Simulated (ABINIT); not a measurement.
MgSi, 2 atoms in the cell. It takes space group P4/mmm (No. 123, tetragonal). The conventional cell has a = 2.908 Å, b = 2.908 Å, c = 4.103 Å, α = 90.00°, β = 90.00°, γ = 90.00°. Si (site symmetry 4/mmm) has 8 Mg at 2.90 Å and 4 Si at 2.91 Å as nearest neighbours. Mg (site symmetry 4/mmm) has 8 Si at 2.90 Å and 4 Mg at 2.91 Å as nearest neighbours. The cell comes from a database or a generator and needn't be the stable form of this composition.

```yaml
Program: ABINIT 10.8.3 (patched build)
Task: band structure
Functional: PBEsol
Potentials_or_basis: PseudoDojo NC SR PBEsol v0.4.1 standard
Cutoff: 1143 eV
k_mesh: 9 × 9 × 7
Occupations: fermi-dirac, width 0.05 eV
Spin: no spin polarisation
```

Potentials or basis: PseudoDojo NC SR PBEsol v0.4.1 standard.

Launch:

```console
$ abinit run.abi > log 2>&1
```

Hardware: 1 thread of Arm Neoverse V2 (shared host).

Question: Estimate the wall time of this run.

Answer: It took 65 s on 1 thread of Arm Neoverse V2, with other jobs on the host, peak memory 0.12 GiB. Counts: scf iterations 8, mpi ranks 1, k points 60, bands 11, plane waves 3088.
